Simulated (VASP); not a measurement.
# Ru: intraband terms of a metal's spectrum

Ru, P6_3/mmc (no. 194), 2 atoms in the cell. PBE, independent-particle dielectric function; PAW potentials Ru_pv (PBE set).

## Input

INCAR.step1:
```
PREC = Accurate ; ENCUT = 280
ISMEAR = 1 ; SIGMA = 0.1
EDIFF = 1E-7 ; LASPH = T
KPAR = 4 ; LWAVE = F
LCHARG = T ; LMAXMIX = 4
```

INCAR.step2:
```
PREC = Accurate ; ENCUT = 280
ISMEAR = 0 ; SIGMA = 0.3
EDIFF = 1E-6 ; LASPH = T
KPAR = 4 ; LWAVE = T
LCHARG = F ; LMAXMIX = 4
ICHARG = 11 ; NBANDS = 32
NEDOS = 3000 ; OMEGAMAX = 30
CSHIFT = 0.1
```

INCAR.step3, as INCAR.step2 but for:
```
- LWAVE = T
+ LWAVE = F
+ LOPTICS = T
+ ALGO = None
+ NELM = 1
+ ISTART = 1
```

INCAR.step4, as INCAR.step3 but for:
```
+ WPLASMAI = 0.03
```

INCAR.step5 to INCAR.step6 change the same tag again: WPLASMAI = 0.1, 0.3.

INCAR.step7, as INCAR.step6 but for:
```
- WPLASMAI = 0.3
+ RTIME = 20
```

INCAR.step8, as INCAR.step7 but for:
```
- RTIME = 20
+ RTIME = 40
```

INCAR.step9, as INCAR.step8 but for:
```
- RTIME = 40
+ LNABLA = T
```

INCAR.step10, as INCAR.step9 but for:
```
- ISMEAR = 0
- LNABLA = T
+ ISMEAR = -5
```

KPOINTS.step1:
```
k-points
0
Gamma
  11 11 6
```

KPOINTS.step2:
```
k-points
0
Gamma
  17 17 10
```

POSCAR:
```
Ru
1.0
    2.7058000000      0.0000000000      0.0000000000
   -1.3529000000      2.3432915376      0.0000000000
    0.0000000000      0.0000000000      4.2819000000
Ru
2
Direct
    0.6666666667      0.3333333333      0.7500000000
    0.3333333333      0.6666666667      0.2500000000
```

Commands (each step's output is kept before the next begins):
```
cat potpaw_PBE.64/Ru_pv/POTCAR > POTCAR
cp INCAR.step1 INCAR
cp KPOINTS.step1 KPOINTS
mpirun -np 4 vasp_std > vasp.out
cp INCAR.step2 INCAR
cp KPOINTS.step2 KPOINTS
mpirun -np 4 vasp_std > vasp.out
cp INCAR.step3 INCAR
mpirun -np 4 vasp_std > vasp.out
cp INCAR.step4 INCAR
mpirun -np 4 vasp_std > vasp.out
cp INCAR.step5 INCAR
mpirun -np 4 vasp_std > vasp.out
cp INCAR.step6 INCAR
mpirun -np 4 vasp_std > vasp.out
cp INCAR.step7 INCAR
mpirun -np 4 vasp_std > vasp.out
cp INCAR.step8 INCAR
mpirun -np 4 vasp_std > vasp.out
cp INCAR.step9 INCAR
mpirun -np 4 vasp_std > vasp.out
cp INCAR.step10 INCAR
mpirun -np 4 vasp_std > vasp.out
```

## Result

- Bands: 32

One ground state, settings moved in the last step alone:

| Settings | Plasma frequency (eV) | Im ε at 0.5 eV | Im ε at 1 eV | Im ε at 2 eV | Im ε at 4 eV | Time (s) |
|---|---|---|---|---|---|---|
| interband part alone | 8.78 | 30.1 | 39.2 | 54.4 | 16.2 | 27 |
| Drude term, WPLASMAI 0.03 | 8.78 | 48.5 | 41.5 | 54.7 | 16.2 | 26 |
| Drude term, WPLASMAI 0.1 | 8.78 | 89.4 | 46.9 | 55.4 | 16.3 | 28 |
| Drude term, WPLASMAI 0.3 | 8.78 | 166.1 | 60.5 | 57.3 | 16.5 | 28 |
| relaxation time RTIME 20 fs | 8.78 | 50.3 | 41.8 | 54.7 | 16.2 | 28 |
| relaxation time RTIME 40 fs | 8.78 | 40.2 | 40.5 | 54.6 | 16.2 | 24 |
| transversal form (LNABLA) | 7.98 | 25.6 | 33.0 | 46.9 | 14.4 | 23 |
| tetrahedron method | – | – | – | – | – | no result |

VASP 6.6.1 took 222 s on 4 cores (AMD EPYC 7R43 (Zen 3)), a shared host.
